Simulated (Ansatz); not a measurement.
# F (fcc type): the cost of one run

Method: DFT, PBE, all-electron LAPW, scalar-relativistic, in Ansatz 0.2.0.

### 1 Starting point

The structure is cubic, space group Fm-3m (No. 225). Conventional cell: a = 2.560 Å, b = 2.560 Å, c = 2.560 Å, α = 90.00°, β = 90.00°, γ = 90.00°. F (site symmetry m-3m) is surrounded by 12 F at 1.81 Å.

As a file:

```cif
data_structure
_symmetry_space_group_name_H-M 'Fm-3m'
_symmetry_Int_Tables_number 225
_cell_length_a 2.5602
_cell_length_b 2.5602
_cell_length_c 2.5602
_cell_angle_alpha 90.000
_cell_angle_beta 90.000
_cell_angle_gamma 90.000
_cell_volume 16.78
loop_
_atom_site_label
_atom_site_type_symbol
_atom_site_symmetry_multiplicity
_atom_site_Wyckoff_symbol
_atom_site_fract_x
_atom_site_fract_y
_atom_site_fract_z
_atom_site_occupancy
F1 F 4 a 0.00000 0.00000 0.00000 1
```

The file gives the conventional cell by its symmetry; the runs use the cell typed in the input.

### 2 Fcc relaxed under pressure, LAPW

File input.yaml:

```yaml
crystal:
  lattice:
    - [0.0, 1.2801196206, 1.2801196206]
    - [1.2801196206, 0.0, 1.2801196206]
    - [1.2801196206, 1.2801196206, 0.0]
  atoms:
    - { symbol: F, position: [0.0, 0.0, 0.0] }
kpoints:
  mp_grid: { grid: [24, 24, 24] }
scf:
  occupations: { method: fermi_dirac, width: 0.08 }
hamiltonian:
  xc: pbe
  pseudopotentials: { kind: all_electron, lapw: { basis_error: 0.0005 } }
output:
  forces: true
  stress: true
  eigenvalues: true
relax:
  f_tol: 0.005
  max_steps: 12
  cell: { p_target: 430.0, stress_tol: 0.215 }
```

Launch:

```sh
ansatz run input.yaml --threads 1 --pin off --max-ram 3584MiB --backend cpu --events-out ev --progress --plain --runs-dir out
```

**Question.** How long does this run take on 1 thread of Arm Neoverse V1, shared host, and how much memory does it need?

About 31 s, with a peak of 0.38 GiB.
